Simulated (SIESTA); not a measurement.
V:

```
CELL_PARAMETERS angstrom
2.60429 0.00000 0.00000
-1.30215 2.25538 0.00000
0.00000 0.00000 4.72334
ATOMIC_POSITIONS crystal
V 0.33333 0.66667 0.25000
V 0.66667 0.33333 0.75000
```

This isn't the form of V at room conditions, which is bcc.

Base run:

| Item | Value |
| --- | --- |
| Program | SIESTA 5.4.2 |
| Functional | PBEsol |
| Potentials or basis | PseudoDojo 0.4 standard (PBEsol files) |
| Basis | DZP (energy shift 0.003 Ry; two zetas on semicore shells) |
| Grid cutoff | 800 Ry |
| Energy shift | 0.003 Ry |
| k mesh | 12 × 12 × 6 |
| Occupations | fermi-dirac, width 0.05 eV |
| Spin | collinear spin, ferromagnetic start |
| Starting moments | [2.0, 2.0] μB |

Its results: band gap on the k mesh none (metal or under the smearing width); pressure -6.1 GPa; net moment 0.00 μB per cell.

Problem. The run is repeated on the same cell with these changes: basis from DZP (energy shift 0.003 Ry; two zetas on semicore shells) to SZ (energy shift 0.003 Ry). What comes out?

Solution. Band gap on the k mesh none (metal or under the smearing width); pressure -14.4 GPa; net moment 0.00 μB per cell.

Caveats: the basis of atomic orbitals isn't converged, which shifts pressures, moduli and gaps; the basis has no polarisation orbitals (some runs).
